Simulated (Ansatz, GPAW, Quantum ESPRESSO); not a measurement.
# One calculation of Sn, 4 ways

```xyz
2
Lattice="-2.9401 2.9401 1.5993 2.9401 -2.9401 1.5993 2.9401 2.9401 -1.5993" Properties=species:S:1:pos:R:3 pbc="T T T"
Sn    0.0000    0.0000    0.0000
Sn    0.0000    2.9401    0.7997
```

Alike in all runs: task band structure; functional PBE; k mesh 9 × 9 × 9; occupations fermi-dirac, width 0.05 eV; no spin polarisation; no spin-orbit coupling. Pressure is positive in compression and, in plane waves, holds the error of the finite cutoff, which Ansatz's Pulay term estimates and takes out.

```tsv
program and potentials	plane-wave cutoff (eV)	notes	pressure (GPa)
Ansatz, Ansatz PAW	420	Pulay term of +0.03 GPa included	1.40
GPAW, GPAW PAW data sets (gpaw-data 1.2.1)	600	-	1.13
Quantum ESPRESSO, PseudoDojo 0.4.1 SR PBE standard	980	-	1.45
Ansatz, all-electron LAPW, scalar-relativistic	-	-	1.40
```

The pressure spans 1.13 (GPAW, GPAW PAW data sets (gpaw-data 1.2.1)) to 1.45 GPa (Quantum ESPRESSO, PseudoDojo 0.4.1 SR PBE standard), with all-electron results at 1.40.

Differences between rows come from potentials, basis sets and numerical settings, since the functional is the same but for its coding. Runs on potential files found faulty are left out.
